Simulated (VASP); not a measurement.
SnO2 (Cassiterite): band structure with HSE06

SnO2 (Cassiterite):

```
CELL_PARAMETERS angstrom
4.73800 0.00000 0.00000
0.00000 4.73800 0.00000
0.00000 0.00000 3.18650
ATOMIC_POSITIONS crystal
Sn 0.50000 0.50000 0.50000
Sn 0.00000 0.00000 0.00000
O 0.80710 0.19290 0.50000
O 0.69290 0.69290 0.00000
O 0.19290 0.80710 0.50000
O 0.30710 0.30710 0.00000
```

* Program: VASP 6.6.1
* Task: band structure
* Functional: HSE06
* Potentials or basis: VASP PAW PBE potentials, release 64 (Sn_d, O)
* Cutoff: 520 eV
* k mesh: 4 × 4 × 6
* Occupations: gaussian, width 0.02 eV
* Spin: no spin polarisation
* Ladder: gaps
* Grid for exact exchange (PRECFOCK): Fast
* Screening parameter: 0.2 1/A
* Further INCAR settings: ALGO = Normal; EDIFF = 1e-07; NBANDS = 35

- Pressure: 2.6 GPa
- Largest force: 0.199 eV/Å
- Band gap on the k mesh: 3.05 eV, direct
- Band gap along the path: 3.05 eV, direct

Forces in eV/Å, atoms in the order of the input:
```
Sn   0.000  0.000  0.000
Sn   0.000  0.000  0.000
O   -0.141  0.141  0.000
O    0.141  0.141  0.000
O    0.141 -0.141  0.000
O   -0.141 -0.141  0.000
```

Stress tensor (GPa, compression positive):
```
2.47 0.00 0.00
0.00 2.47 0.00
0.00 0.00 2.85
```

Levels at the corners of the path, in eV from the valence-band top:
```csv
point,band 22,band 23,band 24,band 25,band 26,band 27,band 28,band 29,band 30,band 31
Γ,-1.03,-1.03,-0.71,-0.71,0.00,3.05,8.21,8.26,8.26,12.42
X,-1.94,-0.97,-0.97,-0.60,-0.60,6.37,6.37,9.04,9.04,13.27
X,-1.94,-0.97,-0.97,-0.60,-0.60,6.37,6.37,9.04,9.04,13.27
M,-1.93,-1.11,-1.11,-0.98,-0.98,6.84,6.84,9.50,9.50,13.29
M,-1.93,-1.11,-1.11,-0.98,-0.98,6.84,6.84,9.50,9.50,13.29
Γ,-1.03,-1.03,-0.71,-0.71,0.00,3.05,8.21,8.26,8.26,12.42
Γ,-1.03,-1.03,-0.71,-0.71,0.00,3.05,8.21,8.26,8.26,12.42
Z,-2.46,-1.77,-1.77,-1.36,-1.36,8.41,8.41,11.87,11.87,12.98
Z,-2.46,-1.77,-1.77,-1.36,-1.36,8.41,8.41,11.87,11.87,12.98
R,-1.77,-1.16,-1.16,-0.50,-0.50,8.70,8.70,10.10,10.10,13.39
R,-1.77,-1.16,-1.16,-0.50,-0.50,8.70,8.70,10.10,10.10,13.39
A,-2.28,-0.97,-0.97,-0.91,-0.91,6.93,6.93,10.87,10.87,13.40
A,-2.28,-0.97,-0.97,-0.91,-0.91,6.93,6.93,10.87,10.87,13.40
Z,-2.46,-1.77,-1.77,-1.36,-1.36,8.41,8.41,11.87,11.87,12.98
X,-1.94,-0.97,-0.97,-0.60,-0.60,6.37,6.37,9.04,9.04,13.27
R,-1.77,-1.16,-1.16,-0.50,-0.50,8.70,8.70,10.10,10.10,13.39
M,-1.93,-1.11,-1.11,-0.98,-0.98,6.84,6.84,9.50,9.50,13.29
A,-2.28,-0.97,-0.97,-0.91,-0.91,6.93,6.93,10.87,10.87,13.40
```

It took 79 min on 4 MPI ranks on Intel(R) Xeon(R) 6975P-C (Granite Rapids) (shared host), peak memory 0.44 GiB a rank.

Caveat: the PAW data sets were made with another functional, which shifts forces and pressure a little; spin-orbit coupling is left out, which moves the levels of the heavy elements.
